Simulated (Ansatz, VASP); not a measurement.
**One calculation of Cu3O, two programs**

File INCAR:

```
ALGO = Normal ; EDIFF = 1E-6
ENCUT = 520 ; GGA = PE
ISIF = 2 ; ISMEAR = 0
ISPIN = 2 ; LASPH = True
LCHARG = True ; LELF = True
LMAXMIX = 4 ; LORBIT = 11
LREAL = False ; LVHAR = True
LWAVE = False ; MAGMOM = 1 1 1 0
NBANDS = 32 ; NELM = 150
PREC = Accurate ; SIGMA = 0.1
```

Contents of KPOINTS:

```
k-points
0
Gamma
  6 6 6
```

POSCAR

```
Cu3O
1.0
   -2.3791871500      2.3791871500      2.3791871500
    2.3791871500     -2.3791871500      2.3791871500
    2.3791871500      2.3791871500     -2.3791871500
Cu O
3 1
Direct
    0.0000000000      0.5000000000      0.5000000000
    0.5000000000      0.0000000000      0.5000000000
    0.5000000000      0.5000000000      0.0000000000
    0.0000000000      0.0000000000      0.0000000000
```

Input for Ansatz:

```yaml
crystal:
  lattice:
    - [-2.37918715, 2.37918715, 2.37918715]
    - [2.37918715, -2.37918715, 2.37918715]
    - [2.37918715, 2.37918715, -2.37918715]
  atoms:
    - { symbol: Cu, position: [0.0, 0.5, 0.5], spin: 1.0 }
    - { symbol: Cu, position: [0.5, 0.0, 0.5], spin: 1.0 }
    - { symbol: Cu, position: [0.5, 0.5, 0.0], spin: 1.0 }
    - { symbol: O, position: [0.0, 0.0, 0.0] }
basis:
  ecutwfc: 420
kpoints:
  mp_grid: { grid: [6, 6, 6] }
hamiltonian:
  xc: pbe
scf:
  occupations: { method: gaussian, width: 0.1 }
  lower_state_search: "off"
output:
  forces: true
  stress: true
  eigenvalues: true
  populations: true
magnetization:
  spin_polarized: true
```

Alike in both runs: task single point; functional PBE; k mesh 6 × 6 × 6; occupations gaussian, width 0.1 eV; collinear spin.

```csv
,VASP,Ansatz
version,VASP 6.6.1,Ansatz 0.2.0
potentials or method,"VASP PAW PBE potentials, release 64 (Cu, O)","scalar-relativistic, plane waves, PAW"
plane-wave cutoff (eV),520,420
valence electrons in the cell,39,63
```

```tsv
	VASP	Ansatz	Ansatz less VASP
gap on the k mesh at the Fermi level (eV)	none	none	-
pressure (GPa)	-7.4	-7.7	-0.28
net moment per atom (μB)	0.00	0.00	0.000
```

A gap of «none» marks a metal or a gap that the smearing closes. The two sets of potentials don't hold the same shells in valence. Ansatz warned: «seeded_moment_not_kept».

Caveats: semilocal functionals often make such compounds metallic where correlation or magnetic order opens a gap, which also shifts bond lengths.
